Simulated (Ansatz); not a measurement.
**Phases of Te at 17 GPa**

Structure types of Te are relaxed in primitive cells with their symmetry kept at 17 GPa, first on PAW files, then by LAPW. The enthalpy is E + pV at zero temperature, without zero-point motion. Only the types listed were tried, and differences under about 5 meV/atom are mesh noise. Not among the end structures: fcc, hcp, which may lie lower.

All numbers are PBE results (scalar-relativistic) from Ansatz 0.2.0, with Fermi–Dirac smearing of 0.05 eV, no spin polarisation. Methods: LAPW: all electrons, basis error target 0.5 meV/atom; PAW: frozen-core files, cutoff 420 eV.

k meshes: bcc 15×15×15, hcp 14×14×8, beta tin 14×14×14, sc 13×13×13, diamond 11×11×11.

Spin–orbit coupling is left out, which matters for the heavy atoms.

| start type | ends as | a, b, c (Å) | V (Å³/atom) | H − H(lowest), LAPW (meV/atom) |
| --- | --- | --- | --- | --- |
| bcc | bcc, Im-3m | 3.607, 3.607, 3.607 | 23.46 | 0.0 |
| hcp | distorted hcp, P6_3/mmc | 3.445, 3.445, 4.633 | 23.81 | 8.6 |
| beta tin | beta tin, I4_1/amd | 5.873, 5.873, 2.992 | 25.80 | ? |
| sc | sc, Pm-3m | 2.987, 2.987, 2.987 | 26.66 | 102.3 |
| diamond | diamond, Fd-3m | 6.455, 6.455, 6.455 | 33.62 | ? |

**Question.** Fill in "H − H(lowest), LAPW (meV/atom)" for the row "beta tin".

**Answer.** 202.0.

**Question.** Give the missing entry: row "diamond", column "H − H(lowest), LAPW (meV/atom)".

**Answer.** 1462.7.

**Question.** Split the lead of bcc over distorted hcp into energy and pV.

**Answer.** For distorted hcp less bcc: ΔE = -28.4 meV/atom, and p·ΔV = 17 GPa × +0.3483 Å³ × 6.242 meV/(GPa·Å³) = +37.0 meV/atom, together 8.6 meV/atom. bcc wins by its smaller volume, against the internal energy.
